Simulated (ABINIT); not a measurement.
The system is W.

```
W
1.0
     0.00000    2.03000    2.03000
     2.03000    0.00000    2.03000
     2.03000    2.03000    0.00000
W
1
Direct
  0.00000 0.00000 0.00000
```

This isn't the form of W at room conditions, which is bcc.

* Program: ABINIT 10.8.3 (patched build)
* Task: single point
* Functional: PBE
* Potentials or basis: JTH PAW PBE v2.0
* Cutoff: 435 eV
* k mesh: 11 × 11 × 11
* Occupations: fermi-dirac, width 0.05 eV
* Spin: no spin polarisation

On this cell: pressure -5.5 GPa; band gap on the k mesh none (metal or under the smearing width).

The same run follows on a disturbed copy (cell strained at random at fixed volume):

```
W
1.0
     0.01192    2.00823    2.03186
     2.02971    0.01106    2.03272
     2.05415    2.03352   -0.01337
W
1
Direct
  0.99325 0.99126 0.01410
```

Task: What does the disturbed cell give?

Result: The energy (extrapolated to zero smearing) moves by -4.4 meV/atom; pressure -5.4 GPa; band gap on the k mesh none (metal or under the smearing width).

Stress tensor (GPa, compression positive):
```
-4.78  2.43 -0.75
 2.43 -7.20 -1.04
-0.75 -1.04 -4.27
```

The energy falls, though the first cell shows no forces: that form is unstable against this distortion, unless noise or another electronic state is at work.
